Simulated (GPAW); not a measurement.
The system is WS2, a slab with vacuum.

```
W S
1.0
     3.18321    0.00000    0.00000
    -1.59160    2.75674    0.00000
     0.00000    0.00000   23.66876
W S
2 4
Direct
  0.66667 0.33333 0.36268
  0.33333 0.66667 0.63732
  0.66667 0.33333 0.70318
  0.33333 0.66667 0.42856
  0.66667 0.33333 0.57144
  0.33333 0.66667 0.29682
```

Base run:

- Program: GPAW 26.7.0
- Functional: PBE
- Potentials or basis: GPAW PAW data sets (gpaw-data 1.2.1)
- Cutoff: 600 eV
- Basis: pw
- k mesh: 7 × 7 × 2
- Occupations: fermi-dirac, width 0.05 eV
- Spin: no spin polarisation

Its results: band gap on the k mesh 1.65 eV, indirect (least direct gap 2.40 eV); largest force 0.287 eV/Å.

Task: The run is repeated on the same cell with these changes: functional from PBE to r2SCAN; cutoff from 600 eV to 450 eV; k mesh from 7 × 7 × 2 to 8 × 8 × 1. What comes out?

Result: Band gap on the k mesh 1.83 eV, indirect (least direct gap 2.36 eV); largest force 0.014 eV/Å.

Several settings changed at once, so the effect can't be laid on one alone.

Caveats: spin-orbit coupling is left out, which moves the levels of the heavy elements; the cutoff is short for stress and forces, so pressures can be off by a GPa or more (some runs); the PAW data sets were made with another functional, which shifts forces and pressure a little (some runs).

A k mesh can miss the band edges.
